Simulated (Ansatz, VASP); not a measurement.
## In: VASP beside Ansatz

The input INCAR:

```
SYSTEM = In
  PREC = Accurate
  ENCUT = 520
  EDIFF = 1E-7
  ISMEAR = -1
  SIGMA = 0.05
  LREAL = .False.
  LASPH = .True.
  NELM = 60
  ALGO = Normal
  ISIF = 2
  LWAVE = .False.
  LCHARG = .False.
  GGA = RP
  NBANDS = 12
```

File KPOINTS:

```
regular mesh
0
Gamma
  10 10 10
  0 0 0
```

File POSCAR:

```
In
1.0
   -1.8825252400      1.8825252400      1.8825252400
    1.8825252400     -1.8825252400      1.8825252400
    1.8825252400      1.8825252400     -1.8825252400
In
1
Direct
    0.0000000000      0.0000000000      0.0000000000
```

The input input.yaml:

```yaml
crystal:
  lattice:
    - [-1.88252524, 1.88252524, 1.88252524]
    - [1.88252524, -1.88252524, 1.88252524]
    - [1.88252524, 1.88252524, -1.88252524]
  atoms:
    - { symbol: In, position: [0.0, 0.0, 0.0] }
hamiltonian:
  xc: rpbe
  pseudopotentials: { kind: paw }
kpoints:
  mp_grid: { grid: [10, 10, 10] }
  band_path:
    path:
      - [[0.0, 0.0, 0.0], [0.5, -0.5, 0.5], [0.0, 0.0, 0.5], [0.0, 0.0, 0.0], [0.25, 0.25, 0.25], [0.5, -0.5, 0.5]]
      - [[0.25, 0.25, 0.25], [0.0, 0.0, 0.5]]
    npoints: 14
scf:
  occupations: { method: fermi_dirac, width: 0.05 }
  n_extra_bands: 6
output:
  forces: true
  stress: true
  eigenvalues: true
  fatbands: false
```

This isn't the form of In at room conditions, which is tetragonal.

Alike in both runs: functional RPBE; k mesh 10 × 10 × 10; occupations fermi-dirac, width 0.05 eV; no spin polarisation.

```csv
,VASP,Ansatz
version,VASP 6.6.1,Ansatz 0.2.0
potentials or method,"VASP PAW PBE potentials, release 64 (In_d)",Ansatz PAW
plane-wave cutoff (eV),520,420
valence electrons in the cell,13,13
task,single point,band structure
```

|  | VASP | Ansatz | Ansatz less VASP |
| --- | --- | --- | --- |
| gap on the k mesh at the Fermi level (eV) | none | none | - |
| pressure (GPa) | 3.1 | 3.1 | +0.03 |

A gap of «none» marks a metal or a gap that the smearing closes.

Caveats: the PAW data sets were made with another functional, which shifts forces and pressure a little (VASP); spin-orbit coupling is left out, which moves the levels of the heavy elements (Ansatz); the PAW data sets come from PBE, with cores solved anew for the run's functional, which leaves a small shift of forces and pressure (Ansatz).
